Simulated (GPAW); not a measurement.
# C (Fd-3m) in GPAW: a series of runs, part 2 of 2

GPAW 26.7.0. Earlier steps stand in the parts before.

**3. Equation of state, PBEsol**

File run.py:

```python
from ase.eos import EquationOfState
from ase.io import Trajectory
from ase.spacegroup import crystal
from ase.units import GPa
from gpaw import GPAW, PW, setup_paths

setup_paths.insert(0, '.')

# C 8a
atoms = crystal(['C'],
                basis=[[0.25, 0.25, 0.25]],
                spacegroup=227, setting=1,  # Fd-3m
                cellpar=[3.56674, 3.56674, 3.56674, 90.0, 90.0, 90.0],
                primitive_cell=True)

traj = Trajectory('eos.traj', 'w')
volumes, energies = [], []
for x in [0.94, 0.96, 0.98, 1.0, 1.02, 1.04, 1.06]:
    a = atoms.copy()
    a.set_cell(atoms.cell * x**(1 / 3), scale_atoms=True)
    calc = GPAW(mode=PW(800),
                xc='PBEsol',
                kpts={'size': (10, 10, 10), 'gamma': True},
                occupations={'name': 'fermi-dirac', 'width': 0.05},
                nbands=11,
                convergence={'density': 1e-05, 'energy': 1e-05},
                maxiter=150,
                txt=f'eos-{x:.2f}.txt')
    a.calc = calc
    energies.append(a.get_potential_energy(force_consistent=True))
    volumes.append(a.get_volume())
    p = -a.get_stress()[:3].mean() / GPa
    calc.write(f'eos-{x:.2f}.gpw')
    traj.write(a)
    print(f'{x:.2f} {volumes[-1]:10.4f} A^3 {energies[-1]:14.6f} eV {p:9.3f} GPa', flush=True)

v0, e0, B = EquationOfState(volumes, energies, eos='birchmurnaghan').fit()
print(f'V0 = {v0:.4f} A^3, E0 = {e0:.6f} eV, B0 = {B / GPa:.2f} GPa')
```

Potentials or basis: PAW data sets generated in the run's folder for this functional, pw.

The run is started by

```console
gpaw-setup -f PBEsol C
OMP_NUM_THREADS=1 python run.py
```

What it wrote:

```text
__  _  _
 | _ |_)|_||  |
 |__||  | ||/\| - 26.7.0

Input parameters:
  mode=PW(ecut=800.0),
  convergence={'density': 1e-05, 'energy': 1e-05},
  kpts=MonkhorstPack(size=(10, 10, 10), gamma=True),
  maxiter=150,
  nbands=11,
  occupations=Occupations(name='fermi-dirac', width=0.05),
  xc=XC(name='PBEsol')

Diagonalizing LCAO Hamiltonian
Converting LCAO to pw mode

          C
       C

Atoms  # Å, Bohr magnetons
|   | symbol |        x |        y |        z |    initial magnetic moments |
|---|--------|----------|----------|----------|-----------------------------|
| 0 |      C | 0.873482 | 0.873482 | 0.873482 | ( 0.0000,  0.0000,  0.0000) |
| 1 |      C | 0.000000 | 0.000000 | 0.000000 | ( 0.0000,  0.0000,  0.0000) |

Unit cell  # Å
| periodic |        x |        y |        z |  lengths |    angles |
|----------|----------|----------|----------|----------|-----------|
|      yes | 0.000000 | 1.746964 | 1.746964 | 2.470581 | 60.000000 |
|      yes | 1.746964 | 0.000000 | 1.746964 | 2.470581 | 60.000000 |
|      yes | 1.746964 | 1.746964 | 0.000000 | 2.470581 | 60.000000 |

Number of symmetries: 24
Symmetry operations  # r_c * U_cc + t_c -> r_c
|    | kind |            matrix            |
|----|------|------------------------------|
|  0 |  E   |  1, 0, 0,  0, 1, 0,  0, 0, 1 |
|  1 |  σ   |  1, 0, 0,  0, 0, 1,  0, 1, 0 |
|  2 |  σ   |  1, 0,-1,  0, 1,-1,  0, 0,-1 |
|  3 |  C3  |  1, 0,-1,  0, 0,-1,  0, 1,-1 |
|  4 |  C3  |  1,-1, 0,  0,-1, 1,  0,-1, 0 |
|  5 |  σ   |  1,-1, 0,  0,-1, 0,  0,-1, 1 |
|  6 |  σ   |  0, 1, 0,  1, 0, 0,  0, 0, 1 |
|  7 |  C3  |  0, 1, 0,  0, 0, 1,  1, 0, 0 |
|  8 |  C2  |  0, 1,-1,  1, 0,-1,  0, 0,-1 |
|  9 |  S4  |  0, 1,-1,  0, 0,-1,  1, 0,-1 |
| 10 |  C3  |  0, 0, 1,  1, 0, 0,  0, 1, 0 |
| 11 |  σ   |  0, 0, 1,  0, 1, 0,  1, 0, 0 |
| 12 |  S4  |  0, 0,-1,  1, 0,-1,  0, 1,-1 |
| 13 |  C3  |  0, 0,-1,  0, 1,-1,  1, 0,-1 |
| 14 |  S4  |  0,-1, 1,  1,-1, 0,  0,-1, 0 |
| 15 |  C2  |  0,-1, 1,  0,-1, 0,  1,-1, 0 |
| 16 |  C3  |  0,-1, 0,  1,-1, 0,  0,-1, 1 |
| 17 |  S4  |  0,-1, 0,  0,-1, 1,  1,-1, 0 |
| 18 |  S4  | -1, 1, 0, -1, 0, 1, -1, 0, 0 |
| 19 |  C3  | -1, 1, 0, -1, 0, 0, -1, 0, 1 |
| 20 |  C3  | -1, 0, 1, -1, 1, 0, -1, 0, 0 |
| 21 |  S4  | -1, 0, 1, -1, 0, 0, -1, 1, 0 |
| 22 |  σ   | -1, 0, 0, -1, 1, 0, -1, 0, 1 |
| 23 |  C2  | -1, 0, 0, -1, 0, 1, -1, 1, 0 |

BZ-sampling:
  Number of BZ points: 1000
  Number of IBZ points: 47

  Monkhorst-Pack size: [10, 10, 10]
  Monkhorst-Pack shift: [0.05, 0.05, 0.05]

K-points  # in reciprocal-cell coordinates
|     |                                coordinates |     weight |
|-----|--------------------------------------------|------------|
|   0 | (  0.00000000,   0.00000000,   0.00000000) | 0.00100000 |
|   1 | (  0.10000000,   0.10000000,   0.00000000) | 0.00600000 |
|   2 | (  0.10000000,   0.10000000,   0.10000000) | 0.00800000 |
|   3 | (  0.20000000,   0.10000000,   0.10000000) | 0.01200000 |
|   4 | (  0.20000000,   0.20000000,   0.00000000) | 0.00600000 |
|   5 | (  0.20000000,   0.20000000,   0.10000000) | 0.02400000 |
|   6 | (  0.20000000,   0.20000000,   0.20000000) | 0.00800000 |
|   7 | (  0.30000000,   0.20000000,   0.10000000) | 0.02400000 |
|   8 | (  0.30000000,   0.20000000,   0.20000000) | 0.02400000 |
|   9 | (  0.30000000,   0.30000000,   0.00000000) | 0.00600000 |
| ... |                                            |            |
|  46 | (  0.50000000,   0.50000000,   0.50000000) | 0.00400000 |

Plane wave coefficients: 568
Cutoff: 800.0 eV

Spin-components: 1 (collinear spins)
Bands:           11
Projectors:      10
Spin-degeneracy: 2
Datatype:        complex128

Parallelization:
  kpt:    1
  domain: 1
  band:   1

Density:
  Valence electrons: 8.0
  Components: 1
  Grid points: [18 18 18]
  Charge: 0.0  # |e|

Potential:
  Grid points: [18 18 18]

species:
  C:
    name:    Carbon
    Z:       6.0
    valence: 4
    core:    2
    charge:  0.0  # [|e|]
    compensation charges:
      type: gauss
      rc: 0.20  # [Å]
      lmax: 2
    cutoffs:
      filter: 1.14  # [Å]
      core: 1.14  # [Å]
    projectors
    | kind |    occ | energy [eV] | rcut [Å] |
    |------|--------|-------------|----------|
    |   2s |  2.000 |     -13.648 |    0.635 |
    |   2p |  2.000 |      -5.232 |    0.635 |
    |    s |        |      13.563 |    0.635 |
    |    p |        |      21.979 |    0.635 |
    |    d |        |       0.000 |    0.635 |

    Using partial waves for C as LCAO basis

Reference energy: -2045.923931  # eV

eigensolver:
  PPCG
  Converge bands: occupied
  niter=2

density mixing:
  MSR1-Mixer
  Pratt-step length: 0.05
  Maximum mixing coefficient: 0.75
  Old densities: 10
  SVD Regularization: 0.005
  Good broyden scale: 1.0
  Trust region scale: 1.0
  Backstep threshold: 4.0
  History deletion threshold: 6.0
  Fourier metric: weight=20.0, sigma=0.015

occupation numbers:
  Fermi-Dirac:
    width: 0.0500  # eV

poisson solver:
  ecut: 6400.0  # eV

xc functional:
  name: PBEsol with 2 nearest neighbor stencil

convergence criteria:
- Maximum integral of absolute [dens]ity change: 1e-05 electrons / valence electron
- Maximum [total energy] change in last 3 cyles: 1e-05 eV / valence electron
- Maximum integral of absolute [eigenst]ate change: 4e-08 eV^2 / valence electron
maximum number of iterations: 150

SCF iterations
|iter     | |      energy | eigst |  dens |
|---------|-|-------------|-------|-------|
|iter:   1| |  -19.879231 | +0.17 |       |
|iter:   2| |  -19.789300 | -2.76 | -0.78 |
|iter:   3| |  -19.221764 | -1.46 | -0.81 |
|iter:   4| |  -19.212580 | -2.64 | -1.49 |
|iter:   5| |  -19.213097 | -4.42 | -2.23 |
|iter:   6| |  -19.213102 | -6.39 | -3.38 |
|iter:   7| |  -19.213102c| -7.94c| -4.12 |
|iter:   8| |  -19.213102c| -8.66c| -5.26c|

Converged in 8 steps
Energy contributions relative to reference atoms: (reference = -2045.923931)

Energy contributions:
  Kinetic:          23.171812
  Coulomb:         -20.685676
  Zero:              0.043067
  External:          0.000000
  Xc:              -21.742306
  Entropy:          -0.000000
  Spinorbit:         0.000000
  ----------------------------
  Free energy:     -19.213102
  Extrapolated:    -19.213102

dipole moment: (-8.808646, -8.808646, -8.808646)  # |e|*Ang

Fermi level: 14.945
Eigenvalues  # (at kpt = [0.000, 0.000, 0.000])
| band index |      eig [eV] | occ [0-2] |
|------------|---------------|-----------|
|          0 |        -9.272 |     2.000 |
|          1 |        13.099 |     2.000 |
|          2 |        13.099 |     2.000 |
|          3 |        13.099 |     2.000 |
|          4 |        18.814 |     0.000 |
|          5 |        18.814 |     0.000 |
|          6 |        18.814 |     0.000 |
|          7 |        27.904 |     0.000 |
|          8 |        32.892 |     0.000 |
|          9 |        40.371 |     0.000 |
|         10 |        40.882 |     0.000 |

Gap: 4.170 eV
Transition (v -> c):
  (s=0, k=0, n=3, [0.00, 0.00, 0.00]) -> (s=0, k=24, n=4, [0.40, 0.40, 0.00])
Direct/indirect transitions are different
Direct gap: 5.715 eV
Transition at: (s=0, k=0, n=3, [0.00, 0.00, 0.00])

Stress tensor  # eV/Ang^3
|         x |         y |         z |
|-----------|-----------|-----------|
| -0.155553 | -0.000000 | -0.000000 |
| -0.000000 | -0.155553 |  0.000000 |
| -0.000000 |  0.000000 | -0.155553 |

# Writing to eos-0.94.gpw (mode='')
```

stdout:

```text
0.94    10.6631 A^3     -19.213102 eV    24.922 GPa
0.96    10.8899 A^3     -19.241777 eV    13.931 GPa
0.98    11.1168 A^3     -19.255452 eV     3.935 GPa
1.00    11.3437 A^3     -19.255663 eV    -5.159 GPa
1.02    11.5706 A^3     -19.243612 eV   -13.435 GPa
1.04    11.7974 A^3     -19.220235 eV   -20.962 GPa
1.06    12.0243 A^3     -19.186791 eV   -27.811 GPa
V0 = 11.2328 A^3, E0 = -19.257193 eV, B0 = 450.47 GPa
```

eos-0.98.txt:

```text
SCF iterations
|iter     | |      energy | eigst |  dens |
|---------|-|-------------|-------|-------|
|iter:   1| |  -19.848144 | +0.15 |       |
|iter:   2| |  -19.768086 | -2.78 | -0.80 |
|iter:   3| |  -19.262959 | -1.51 | -0.83 |
|iter:   4| |  -19.255017 | -2.70 | -1.49 |
|iter:   5| |  -19.255449 | -4.44 | -2.23 |
[... 39 lines left out ...]
  (s=0, k=0, n=3, [0.00, 0.00, 0.00]) -> (s=0, k=24, n=4, [0.40, 0.40, 0.00])
Direct/indirect transitions are different
Direct gap: 5.599 eV
Transition at: (s=0, k=0, n=3, [0.00, 0.00, 0.00])

Stress tensor  # eV/Ang^3
|         x |         y |         z |
|-----------|-----------|-----------|
| -0.024563 | -0.000000 |  0.000000 |
| -0.000000 | -0.024563 |  0.000000 |
|  0.000000 |  0.000000 | -0.024563 |

# Writing to eos-0.98.gpw (mode='')
```

It took 47 s on 1 thread of Intel Xeon Platinum 8375C at 2.90GHz (Ice Lake), shared host; peak memory 0.18 GiB.

What came out:

```
Equilibrium volume                      : 5.62 Å³/atom
Bulk modulus                            : 450 GPa
Pressure derivative of the bulk modulus : 3.7
```

Energy against volume, from the lowest point:
```
volume (Å³/atom)  energy (meV/atom)
           5.332              21.28
           5.445               6.94
           5.558               0.11
           5.672               0.00
           5.785               6.03
           5.899              17.71
           6.012              34.44
```

**4. How close it comes**

Step 3. A measured bulk modulus of C is 444.8 GPa (quoted in “Equation of state of cubic boron nitride at high pressures and temperatures”, 2007, arxiv:cond-mat/0702656); the calculated 450 GPa misses it by +1.3 %. 3 values of this kind are on record (442 to 444.8 GPa); this one was drawn at random among those near their median, those with a stated uncertainty first. The fit is for a static lattice scaled at fixed shape and fixed fractional positions. The cell as given is a measured one (5.67 Å³/atom); PBEsol puts the equilibrium volume -1.0 % from it, thermal expansion not counted.
